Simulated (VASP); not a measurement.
Set up this calculation in VASP 6.6.1, as the native input.

- Task: single point
- Functional: HSE06
- Dispersion: TS-HI
- Potentials or basis: VASP PAW PBE potentials, release 64 (Sb)
- Cutoff: 520 eV
- k mesh: 5 × 5 × 5
- Occupations: methfessel-paxton, width 0.1 eV
- Spin: no spin polarisation
- Grid for exact exchange (PRECFOCK): Normal
- Screening parameter: 0.2 1/A
- Further INCAR settings: ALGO = Normal; EDIFF = 1e-06

Sb:

```
Sb
1.0
    -1.87134    1.87134    1.87134
     1.87134   -1.87134    1.87134
     1.87134    1.87134   -1.87134
Sb
1
Direct
  0.00000 0.00000 0.00000
```

This isn't the form of Sb at room conditions, which is rhombohedral.

These files were run (other wordings do the same):

POSCAR

```
Sb
3.2413
   -0.577342697776      0.577342697776      0.577342697776
    0.577342697776     -0.577342697776      0.577342697776
    0.577342697776      0.577342697776     -0.577342697776
Sb
1
Direct
    0.0000000000      0.0000000000      0.0000000000
```

INCAR.step1

```
SYSTEM = Sb
ALGO = Normal ; EDIFF = 1E-5
ENCUT = 520 ; GGA = PE
ISIF = 2 ; ISMEAR = 1
LASPH = .TRUE. ; LCHARG = .FALSE.
LREAL = .FALSE. ; LWAVE = .TRUE.
NELM = 60 ; PREC = Accurate
SIGMA = 0.1
```

INCAR.step2

```
SYSTEM = Sb
ALGO = Normal ; EDIFF = 1E-6
ENCUT = 520 ; GGA = PE
HFSCREEN = 0.2 ; ISIF = 2
ISMEAR = 1 ; ISTART = 1
IVDW = 21 ; LASPH = .TRUE.
LCHARG = .FALSE. ; LHFCALC = .TRUE.
LREAL = .FALSE. ; LWAVE = .FALSE.
NELM = 60 ; PREC = Accurate
PRECFOCK = Normal ; SIGMA = 0.1
```

KPOINTS

```
k-points
0
G
  5 5 5
  0 0 0
```

Potentials or basis: VASP PAW PBE potentials, release 64 (Sb).

The run is started by

```sh
$ cat potpaw_PBE.64/Sb/POTCAR > POTCAR
$ cp INCAR.step1 INCAR
$ mpirun -np 1 vasp_std > vasp.out
$ cp INCAR.step2 INCAR
$ mpirun -np 1 vasp_std > vasp.out
```

It gave:

The pressure is -3.7 GPa, the band gap on the k mesh is none (metal or under the smearing width) and the dispersion energy per atom is -0.244 eV.

Caveat: the k mesh is coarse (spacing up to 0.47 Å⁻¹), so the values aren't converged, least of all with exact exchange; the PAW data sets were made with another functional, which shifts forces and pressure a little; pairwise dispersion overbinds metals, which lowers pressure and volume.

Run time: 4.8 min on 1 thread of AMD EPYC 7571 (shared host), peak memory 0.21 GiB.
